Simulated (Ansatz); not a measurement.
The system is Si.

```
CELL_PARAMETERS angstrom
3.83132 0.00000 0.00000
-1.91566 3.31802 0.00000
0.00000 0.00000 6.33262
ATOMIC_POSITIONS crystal
Si 0.66667 0.33333 0.93699
Si 0.33333 0.66667 0.43699
Si 0.66667 0.33333 0.56301
Si 0.33333 0.66667 0.06301
```

This isn't the form of Si at room conditions, which is diamond.

* Program: Ansatz 0.2.0
* Task: single point
* Functional: PBE
* Potentials or basis: all-electron LAPW, scalar-relativistic
* Cutoff: 219 eV (chosen from the basis error)
* Basis error allowed: 0.001 eV/atom
* k mesh: 8 × 8 × 4
* Occupations: fermi-dirac, width 0.05 eV
* Spin: no spin polarisation

On this cell: pressure 1.4 GPa; largest force 0.007 eV/Å; band gap on the k mesh 0.42 eV, indirect (least direct gap 1.03 eV).

The same run follows on a disturbed copy (atoms moved at random, drawn with an rms of 0.05 Å):

```
CELL_PARAMETERS angstrom
3.83132 0.00000 0.00000
-1.91566 3.31802 0.00000
0.00000 0.00000 6.33262
ATOMIC_POSITIONS crystal
Si 0.66241 0.33371 0.94032
Si 0.33469 0.65868 0.43431
Si 0.67437 0.34542 0.56219
Si 0.31425 0.64739 0.05883
```

**Question.** What does the disturbed cell give?

**Answer.** The energy moves by +17.3 meV/atom; pressure 1.6 GPa; largest force 0.988 eV/Å; band gap on the k mesh 0.06 eV, indirect (least direct gap 0.78 eV).

Forces in eV/Å, atoms in the order of the input:
```
Si  -0.281 -0.778 -0.540
Si  -0.233  0.727  0.007
Si   0.189 -0.769  0.128
Si   0.326  0.819  0.405
```

Stress tensor (GPa, compression positive):
```
 4.27  0.12  0.52
 0.12 -0.10  0.02
 0.52  0.02  0.68
```

A k mesh can miss the band edges.
